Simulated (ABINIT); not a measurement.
Planning a run of ABINIT 10.8.3 on CdS (Hawleyite). The input:

```
acell 3*1.0 Angstrom
rprim 
  -0.000000000000 2.916500000000 2.916500000000
  2.916500000000 -0.000000000000 2.916500000000
  2.916500000000 2.916500000000 -0.000000000000
ntypat 2
znucl 48 16
natom 2
typat 1 2
xred 
  0.000000000000 0.000000000000 0.000000000000
  0.250000000000 0.250000000000 0.250000000000
pp_dirpath "pseudos"
pseudos "Cd.upf, S.upf"
ecut 47
ngkpt 4 4 4
nshiftk 1
shiftk 0 0 0
kptopt 1
chksymbreak 0
istwfk *1
occopt 1
irdwfk 1
optdriver 3
nband 93
ecuteps 5
inclvkb 2
awtr 1
symchi 1
indata_prefix "in"
outdata_prefix "out"
tmpdata_prefix "tmp"
```

```sh
OMP_NUM_THREADS=1 mpirun -n 4 abinit run.abi > log
```

Q: How long will it take on 4 MPI ranks of Intel Xeon 6975P-C (Granite Rapids), shared host, and how much memory?

It took 19 s; on shared hardware allow 9.3 s to 37 s. Peak host memory was 1.0 GiB.

[Paths, hosts, dates, memory and timing lines, banners, echoed tables and standing remarks are left out of the program output.]

[Logs are printed without paths, hosts, clocks, repeated set-up lines and the standing remarks that a program may print on its own settings, such as how far it seeks lower states.]

[Runs of the session that timed out or met a known fault of the program may be left out.]

[Hosts, paths, dates, database ids (printed as entryN), source tags and the programs' standing remarks are cut or masked in the printed files.]

[G0W0 gaps are taken among the corrected bands and points alone; a level outside them can change the order at an edge.]

[Where Ansatz stands beside ABINIT at settings called matched, ABINIT's density can come from a denser mesh and the files from another edition; pairs whose starting gaps differed by over 0.03 eV were left out, so agreement reads better than it is.]
